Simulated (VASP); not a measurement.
# BeTe (F-43m) in VASP: band structure with LDA

Aim: the band structure of BeTe with LDA.

All numbers are computed with VASP 6.6.1; they aren't measurements. Logs are shortened: lines on timing, memory, paths and dates and some standing lists are left out, and cuts for length are marked.

### Step 1. Starting point

It takes space group F-43m (No. 216, cubic). The conventional cell has a = 5.562 Å, b = 5.562 Å, c = 5.562 Å, α = 90.00°, β = 90.00°, γ = 90.00°. Be (site symmetry -43m) has 4 Te at 2.41 Å as nearest neighbours. Around Te (site symmetry -43m) lie 4 Be at 2.41 Å.

The cell was built by a generator and needn't be a form met in nature.

### Step 2. Band structure, LDA

The input, POSCAR:

```
BeTe                                    
1.0
    0.0000000000      2.7810241863      2.7810241863
    2.7810241863      0.0000000000      2.7810241863
    2.7810241863      2.7810241863     -0.0000000000
  Be              Te            
     1     1
Direct
     0.0000000000000000    0.0000000000000000    0.0000000000000000
     0.2500000000000000    0.2500000000000000    0.2500000000000000
```

The input, INCAR.step1:

```
SYSTEM = BeTe
  PREC = Accurate
  ENCUT = 520
  EDIFF = 1E-6
  ISMEAR = 0
  SIGMA = 0.02
  LREAL = .False.
  LASPH = .True.
  NELM = 80
  ALGO = Normal
  ISIF = 2
  LWAVE = .False.
  LCHARG = .True.
  NBANDS = 11
```

The input, KPOINTS.step1:

```
Automatic mesh
0
Gamma
  10 10 10
  0 0 0
```

The input, INCAR.step2:

```
SYSTEM = BeTe
  PREC = Accurate
  ENCUT = 520
  EDIFF = 1E-6
  ISMEAR = 0
  SIGMA = 0.05
  LREAL = .False.
  LASPH = .True.
  NELM = 80
  ALGO = Normal
  ISIF = 2
  LWAVE = .False.
  LCHARG = .False.
  NBANDS = 11
  ICHARG = 11
```

The input, KPOINTS.step2:

```
path GXWKGLUWLK,UX
10
line-mode
reciprocal
 0.0000000000  0.0000000000  0.0000000000  G
 0.5000000000  0.0000000000  0.5000000000  X

 0.5000000000  0.0000000000  0.5000000000  X
 0.5000000000  0.2500000000  0.7500000000  W

 0.5000000000  0.2500000000  0.7500000000  W
 0.3750000000  0.3750000000  0.7500000000  K

 0.3750000000  0.3750000000  0.7500000000  K
 0.0000000000  0.0000000000  0.0000000000  G

 0.0000000000  0.0000000000  0.0000000000  G
 0.5000000000  0.5000000000  0.5000000000  L

 0.5000000000  0.5000000000  0.5000000000  L
 0.6250000000  0.2500000000  0.6250000000  U

 0.6250000000  0.2500000000  0.6250000000  U
 0.5000000000  0.2500000000  0.7500000000  W

 0.5000000000  0.2500000000  0.7500000000  W
 0.5000000000  0.5000000000  0.5000000000  L

 0.5000000000  0.5000000000  0.5000000000  L
 0.3750000000  0.3750000000  0.7500000000  K

 0.6250000000  0.2500000000  0.6250000000  U
 0.5000000000  0.0000000000  0.5000000000  X
```

Potentials or basis: VASP PAW LDA potentials, release 64 (Be, Te).

Command:

```bash
> cat potpaw_LDA.64/Be/POTCAR potpaw_LDA.64/Te/POTCAR > POTCAR
> cp INCAR.step1 INCAR
> cp KPOINTS.step1 KPOINTS
> mpirun -np 1 vasp_std > vasp.out
> cp INCAR.step2 INCAR
> cp KPOINTS.step2 KPOINTS
> mpirun -np 1 vasp_std > vasp.out
```

OUTCAR:

```text
SYSTEM = BeTe
   PREC = Accurate
   ENCUT = 520
   EDIFF = 1E-6
   ISMEAR = 0
   LREAL = .False.
   LASPH = .True.
   NELM = 80
   ISIF = 2
   ICHARG = 11

 ion  position               nearest neighbor table
   1  0.000  0.000  0.000-   2 2.41   2 2.41   2 2.41   2 2.41
   2  0.250  0.250  0.250-   1 2.41   1 2.41   1 2.41   1 2.41

  LATTYP: Found a face centered cubic cell.
 ALAT       =     5.5620483726

  Lattice vectors:

 A1 = (   0.0000000000,   2.7810241863,   2.7810241863)
 A2 = (   2.7810241863,   0.0000000000,   2.7810241863)
 A3 = (   2.7810241863,   2.7810241863,   0.0000000000)

Analysis of symmetry for initial positions (statically):
=====================================================================
 Subroutine PRICEL returns:
 Original cell was already a primitive cell.

 Routine SETGRP: Setting up the symmetry group for a
 face centered cubic supercell.

 Subroutine GETGRP returns: Found 24 space group operations
 (whereof 24 operations were pure point group operations)
 out of a pool of 48 trial point group operations.

The static configuration has the point symmetry T_d .

Analysis of symmetry for dynamics (positions and initial velocities):
=====================================================================
 Subroutine PRICEL returns:
 Original cell was already a primitive cell.

 Routine SETGRP: Setting up the symmetry group for a
 face centered cubic supercell.

 Subroutine GETGRP returns: Found 24 space group operations
 (whereof 24 operations were pure point group operations)
 out of a pool of 48 trial point group operations.

The dynamic configuration has the point symmetry T_d .

 Subroutine INISYM returns: Found 24 space group operations
 (whereof 24 operations are pure point group operations),
 and found     1 'primitive' translations

----------------------------------------------------------------------------------------

                                     Primitive cell

  volume of cell :      43.0174

  direct lattice vectors                    reciprocal lattice vectors
     0.000000000  2.781024186  2.781024186    -0.179789878  0.179789878  0.179789878
     2.781024186  0.000000000  2.781024186     0.179789878 -0.179789878  0.179789878
     2.781024186  2.781024186  0.000000000     0.179789878  0.179789878 -0.179789878

  length of vectors
     3.932962122  3.932962122  3.932962122     0.311405204  0.311405204  0.311405204

  position of ions in fractional coordinates (direct lattice)
     0.000000000  0.000000000  0.000000000
     0.250000000  0.250000000  0.250000000

  ion indices of the primitive-cell ions
   primitive index   ion index
                 1           1
                 2           2

----------------------------------------------------------------------------------------

 KPOINTS: path GXWKGLUWLK,UX

Interpolating k-points between supplied coordinates.

 Line segments in fractional coordinates (reciprocal lattice):
    0.000000  0.000000  0.000000  ...  0.500000  0.000000  0.500000
    0.500000  0.000000  0.500000  ...  0.500000  0.250000  0.750000
    0.500000  0.250000  0.750000  ...  0.375000  0.375000  0.750000
    0.375000  0.375000  0.750000  ...  0.000000  0.000000  0.000000
    0.000000  0.000000  0.000000  ...  0.500000  0.500000  0.500000
    0.500000  0.500000  0.500000  ...  0.625000  0.250000  0.625000
    0.625000  0.250000  0.625000  ...  0.500000  0.250000  0.750000
    0.500000  0.250000  0.750000  ...  0.500000  0.500000  0.500000
    0.500000  0.500000  0.500000  ...  0.375000  0.375000  0.750000
    0.625000  0.250000  0.625000  ...  0.500000  0.000000  0.500000

 Generated    10 points on each line segment, for a total of    100 k-points:

 Following reciprocal coordinates:
            Coordinates               Weight
  0.000000  0.000000  0.000000      0.010000
  0.055556  0.000000  0.055556      0.010000
  0.111111  0.000000  0.111111      0.010000
  0.166667  0.000000  0.166667      0.010000
  0.222222  0.000000  0.222222      0.010000
  0.277778  0.000000  0.277778      0.010000
[... 16 lines left out ...]
  0.472222  0.277778  0.750000      0.010000
  0.458333  0.291667  0.750000      0.010000
 [... further k-points ...]
   k-points           NKPTS =    100   k-points in BZ     NKDIM =    100   number of bands    NBANDS=     11
   number of dos      NEDOS =    301   number of ions     NIONS =      2
   total plane-waves  NPLWV =  27000
   dimension x,y,z NGX =    30 NGY =   30 NGZ =   30
   dimension x,y,z NGXF=    60 NGYF=   60 NGZF=   60
   ions per type =               1   1
   NGX,Y,Z   is equivalent  to a cutoff of  12.68, 12.68, 12.68 a.u.
   NGXF,Y,Z  is equivalent  to a cutoff of  25.36, 25.36, 25.36 a.u.
 SYSTEM =  BeTe
   PREC   = accura    normal or accurate (medium, high low for compatibility)
   ISTART =      0    job   : 0-new  1-cont  2-samecut
   ICHARG =     11    charge: 1-file 2-atom 10-const
   ISPIN  =      1    spin polarized calculation?
   LNONCOLLINEAR =      F non collinear calculations
   LSORBIT =      F    spin-orbit coupling
   LASPH  =      T    aspherical Exc in radial PAW
   ENCUT  =  520.0 eV  38.22 Ry    6.18 a.u.   7.31  7.31  7.31*2*pi/ulx,y,z
   NELM   =     80;   NELMIN=  2; NELMDL=  0     # of ELM steps
   EDIFF  = 0.1E-05   stopping-criterion for ELM
   LREAL  =      F    real-space projection
   EDIFFG = 0.1E-04   stopping-criterion for IOM
   NSW    =      0    number of steps for IOM
   IBRION =     -1    ionic relax: 0-MD 1-quasi-New 2-CG
   NFREE  =      0    steps in history (QN), initial steepest desc. (CG)
   ISIF   =      2    stress and relaxation
   ISYM   =      2    0-nonsym 1-usesym 2-fastsym
   POTIM  = 0.5000    time-step for ionic-motion
   TEBEG  =    0.0;   TEEND  =   0.0 temperature during run
   PSTRESS=    0.0 pullay stress
   NELECT =       8.0000    total number of electrons
   NUPDOWN=      -1.0000    fix difference up-down
   EMIN   =  10.00;   EMAX   =-10.00  energy-range for DOS
   EFERMI =   0.00;   METHOD = LEGACY
   ISMEAR =     0;   SIGMA  =   0.05  broadening in eV -4-tet -1-fermi 0-gaus
   EFERMI_NEDOS =   21; number of points for ismear=-14 and -15
   IALGO  =     38    algorithm
   IMIX   =      4    mixing-type and parameters
     AMIX     =   0.40;   BMIX     =  1.00
     AMIX_MAG =   1.60;   BMIX_MAG =  1.00
  volume/ion in A,a.u.               =      21.51       145.15
  Fermi-wavevector in a.u.,A,eV,Ry     =   0.934451  1.765857 11.880600  0.873199
  Thomas-Fermi vector in A             =   2.061258
   LORBIT       =      0    0 simple, 1 ext, 2 COOP (PROOUT), +10 PAW based schemes
   GGA     = CA    functional components
   LHFCALC =     F    Hartree Fock is set to
   AEXX    =    0.0000 exact exchange contribution
   IVDW    =     0    specifies the selected vdW correction
   LEPSILON=     F    determine dielectric tensor
   LRPA    =     F    only Hartree local field effects (RPA)
 non-spin polarized calculation
 Gauss-broadening in eV      SIGMA  =   0.05
  energy-cutoff  :      520.00
  volume of cell :       43.02
 maximum number of plane-waves:      1185
 NGX is ok and might be reduce to    30

 number of electron       7.9999999 magnetization

 Free energy of the ion-electron system (eV)
  ---------------------------------------------------
  ext. energy  EPLUGINS =         0.00000000
  ---------------------------------------------------
  free energy    TOTEN  =        -8.99303891 eV

  energy without entropy =       -8.99303891  energy(sigma->0) =       -8.99303891

 E-fermi :   5.6564     XC(G=0):  -9.4155

 val. band max:        5.3704859702   @ k =   0.0000   0.0000   0.0000
 cond. band min:       7.1513325762   @ k =   0.5000   0.0000   0.5000
 fundamental gap:      1.7808466060
 Fermi energy:         5.6563502868

 k-point     1 :       0.0000    0.0000    0.0000
  band No.  band energies     occupation
      1      -7.1985      2.00000
      2       5.3705      2.00000
      3       5.3705      2.00000
      4       5.3705      2.00000
      5       8.9248      0.00000
      6       8.9248      0.00000
      7       8.9248      0.00000
      8       9.3719      0.00000
      9      13.6067      0.00000
     10      15.6865      0.00000
     11      15.6865      0.00000

 k-point     2 :       0.0556    0.0000    0.0556
  band No.  band energies     occupation
      1      -7.1572      2.00000
      2       5.0971      2.00000
      3       5.1977      2.00000
      4       5.1977      2.00000
      5       8.8142      0.00000
      6       9.1572      0.00000
      7       9.1572      0.00000
      8       9.6768      0.00000
      9      13.7154      0.00000
     10      14.8435      0.00000
     11      15.7347      0.00000

 k-point     3 :       0.1111    0.0000    0.1111
  band No.  band energies     occupation
      1      -7.0346      2.00000
      2       4.4458      2.00000
      3       4.7850      2.00000
      4       4.7850      2.00000
      5       8.5866      0.00000
      6       9.7469      0.00000
      7       9.7469      0.00000
      8      10.2626      0.00000
      9      13.5537      0.00000
     10      14.3991      0.00000
     11      15.8792      0.00000

 k-point     4 :       0.1667    0.0000    0.1667
  band No.  band energies     occupation
      1      -6.8357      2.00000
      2       3.6457      2.00000
      3       4.2920      2.00000
      4       4.2920      2.00000
      5       8.3041      0.00000
      6      10.5160      0.00000
      7      10.5292      0.00000
      8      10.5292      0.00000
      9      13.2405      0.00000
     10      14.9360      0.00000
     11      16.1201      0.00000

 k-point     5 :       0.2222    0.0000    0.2222
  band No.  band energies     occupation
      1      -6.5696      2.00000
      2       2.8137      2.00000
      3       3.8111      2.00000
      4       3.8111      2.00000
      5       8.0108      0.00000
      6      10.0632      0.00000
      7      11.4052      0.00000
      8      11.4052      0.00000
      9      13.7799      0.00000
     10      15.6840      0.00000
     11      16.4576      0.00000
[... 211 lines left out ...]
 k-point    21 :       0.5000    0.2500    0.7500
  band No.  band energies     occupation
      1      -5.2123      2.00000
      2       0.6792      2.00000
      3       1.4554      2.00000
      4       1.9650      2.00000
      5      10.5779      0.00000
      6      10.8042      0.00000
      7      10.9321      0.00000
      8      11.7042      0.00000
      9      16.3072      0.00000
     10      17.2645      0.00000
     11      18.2313      0.00000

 k-point    22 :       0.4861    0.2639    0.7500
  band No.  band energies     occupation
      1      -5.2149      2.00000
      2       0.6685      2.00000
      3       1.4526      2.00000
      4       1.9968      2.00000
      5      10.3121      0.00000
      6      10.7980      0.00000
      7      11.1330      0.00000
      8      11.7988      0.00000
      9      16.2416      0.00000
     10      17.2867      0.00000
     11      18.2214      0.00000

 k-point    23 :       0.4722    0.2778    0.7500
  band No.  band energies     occupation
      1      -5.2216      2.00000
      2       0.6417      2.00000
      3       1.4349      2.00000
      4       2.0931      2.00000
      5       9.8860      0.00000
      6      10.7799      0.00000
      7      11.4374      0.00000
      8      12.0107      0.00000
      9      16.0732      0.00000
     10      17.2935      0.00000
     11      18.2187      0.00000

 k-point    24 :       0.4583    0.2917    0.7500
  band No.  band energies     occupation
      1      -5.2308      2.00000
      2       0.6074      2.00000
      3       1.4032      2.00000
      4       2.2388      2.00000
      5       9.4577      0.00000
      6      10.7440      0.00000
      7      11.7581      0.00000
      8      12.2771      0.00000
      9      15.8470      0.00000
     10      17.1961      0.00000
     11      18.2778      0.00000

 [... further k-points ...]

------------------------ aborting loop because EDIFF is reached ----------------------------------------

  FORCE on cell =-STRESS in cart. coord.  units (eV):
  Direction    XX          YY          ZZ          XY          YZ          ZX
  --------------------------------------------------------------------------------------
  -------------------------------------------------------------------------------------
  Total       -0.0555370     -0.0555370     -0.0555370      0.0000000     -0.0000000      0.0000000
  in kB       -2.0684669     -2.0684669     -2.0684669      0.0000000     -0.0000000      0.0000000
  external PRESSURE =      -2.0684669 kB  Pullay stress =       0.0000000 kB

 VOLUME and BASIS-vectors are now :
 -----------------------------------------------------------------------------
  energy-cutoff  :      520.00
  volume of cell :       43.02
      direct lattice vectors                 reciprocal lattice vectors
     0.000000000  2.781024186  2.781024186    -0.179789878  0.179789878  0.179789878
     2.781024186  0.000000000  2.781024186     0.179789878 -0.179789878  0.179789878
     2.781024186  2.781024186  0.000000000     0.179789878  0.179789878 -0.179789878

 POSITION                                       TOTAL-FORCE (eV/Angst)
 -----------------------------------------------------------------------------------
      0.00000      0.00000      0.00000         0.000000      0.000000      0.000000
      1.39051      1.39051      1.39051        -0.000000     -0.000000     -0.000000
 -----------------------------------------------------------------------------------
    total drift:                                0.000000      0.000000      0.000000

  FREE ENERGIE OF THE ION-ELECTRON SYSTEM (eV)
  ---------------------------------------------------
  free  energy   TOTEN  =        -8.9930389143 eV

  energy  without entropy=       -8.9930389143  energy(sigma->0) =       -8.99303891
```

Wall time 45 s (1 thread of Intel Xeon Platinum 8259CL at 2.50GHz (Skylake/Cascade Lake), shared host); peak memory 0.17 GiB.

What came out:

| Property | Result |
| --- | --- |
| Band gap on the k mesh | 1.78 eV, indirect (least direct gap 3.55 eV) |
| Band gap along the path | 1.78 eV, indirect (least direct gap 3.55 eV) |

Levels at the corners of the path, in eV from the valence-band top:
```csv
point,band 2,band 3,band 4,band 5,band 6,band 7
Γ,0.00,0.00,0.00,3.55,3.55,3.55
X,-5.28,-2.79,-2.79,1.78,2.60,9.83
X,-5.28,-2.79,-2.79,1.78,2.60,9.83
W,-4.69,-3.92,-3.41,5.21,5.43,5.56
W,-4.69,-3.92,-3.41,5.21,5.43,5.56
K,-4.90,-4.11,-2.35,2.58,5.23,7.95
K,-4.90,-4.11,-2.35,2.58,5.23,7.95
Γ,0.00,0.00,0.00,3.55,3.55,3.55
Γ,0.00,0.00,0.00,3.55,3.55,3.55
L,-5.78,-1.19,-1.19,3.16,4.54,4.54
L,-5.78,-1.19,-1.19,3.16,4.54,4.54
U,-4.90,-4.11,-2.35,2.58,5.23,7.95
U,-4.90,-4.11,-2.35,2.58,5.23,7.95
W,-4.69,-3.92,-3.41,5.21,5.43,5.56
W,-4.69,-3.92,-3.41,5.21,5.43,5.56
L,-5.78,-1.19,-1.19,3.16,4.54,4.54
L,-5.78,-1.19,-1.19,3.16,4.54,4.54
K,-4.90,-4.11,-2.35,2.58,5.23,7.95
U,-4.90,-4.11,-2.35,2.58,5.23,7.95
X,-5.28,-2.79,-2.79,1.78,2.60,9.83
```

Caveat: the log is that of the step along the path at fixed density, whose energy, stress, charges and moments have no meaning; spin-orbit coupling is left out, which moves the levels of the heavy elements.
